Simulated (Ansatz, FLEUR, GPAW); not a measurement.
**One calculation of BaTiO3, 3 ways**

```
Ba Ti O
1.0
     3.99980    0.00000    0.00000
     0.00000    3.99980    0.00000
     0.00000    0.00000    4.01800
Ba Ti O
1 1 3
Direct
  0.99009 0.01538 0.99613
  0.49689 0.50035 0.49338
  0.99631 0.50045 0.51255
  0.51343 0.00046 0.52163
  0.50648 0.49304 0.02463
```

Atoms were shifted at random by some hundredths of an Å from the given cell, which wasn't relaxed again for these runs.

Alike in all runs: task single point; functional PBEsol; k mesh 7 × 7 × 7; occupations fermi-dirac, width 0.05 eV; no spin polarisation; no spin-orbit coupling. Pressure is positive in compression and, in plane waves, holds the error of the finite cutoff.

```
                           program and potentials  plane-wave cutoff (eV)  notes  pressure (GPa)  largest force (eV/Å)
                       FLEUR, all-electron, FLAPW                       -      -               -                 0.461
   Ansatz, all-electron LAPW, scalar-relativistic                       -      -           -3.34                 0.461
GPAW, PAW data sets generated for this functional                     800      -           -1.84                 0.514
```

Force on atom 1 (Ba), eV/Å:

| program and potentials | x | y | z |
| --- | --- | --- | --- |
| FLEUR, all-electron, FLAPW | 0.217 | -0.357 | 0.196 |
| Ansatz, all-electron LAPW, scalar-relativistic | 0.217 | -0.357 | 0.195 |
| GPAW, PAW data sets generated for this functional | 0.251 | -0.389 | 0.223 |

The pressure spans -3.34 (Ansatz, all-electron LAPW, scalar-relativistic) to -1.84 GPa (GPAW, PAW data sets generated for this functional), with all-electron results at -3.34.

Differences between rows come from potentials, basis sets and numerical settings, since the functional is the same but for its coding. Runs on potential files found faulty are left out.
